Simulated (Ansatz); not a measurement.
TiC: surface energy from slabs of several thicknesses

TiC, Fm-3m, a = 4.333 Å. Ansatz: PBE, PAW, 420 eV, Γ-centred 12×12×1 mesh on 10 atoms, Gaussian smearing 0.10 eV; no spin polarisation. Slabs of the (111) face as cut, not relaxed, Ti on top and C below, area A = 8.129 Å², with a dipole correction (the mesh named is the slab's). y is the slab's energy less N times the energy per atom of a separate bulk run.

| atoms N | thickness (Å) | y (eV) |
| --- | --- | --- |
| 8 | 8.8 | 5.959 |
| 10 | 11.3 | 5.959 |
| 12 | 13.8 | 5.967 |
| 14 | 16.3 | ? |

Task: Fit y = y0 + sN to the other rows, say what y0 and s mean, give the surface energy, and predict the missing y.

Result: Means N = 10.00, y = 5.9617; Σ(ΔN)² = 8.000, ΣΔNΔy = 0.01600; the slope is their ratio. y = 5.942 + 0.002000 N eV. The slope s = 2.0 meV per atom is what an added atom costs in the slab over the separate bulk run; it vanishes where both describe the same bulk and the faces no longer feel each other. The intercept gives γ = y0/(2A) = 5.942 × 16.02/(2 × 8.129) = 5.86 J/m², the mean of both faces, while y/(2A) row by row runs from 5.872 to 5.880 J/m². At N = 14 the line gives 5.970 eV. The run gave 5.973 eV, so the fit is 0.003 eV too low, within twice the rms miss on the fitted rows (0.002 eV): the form describes this series only roughly.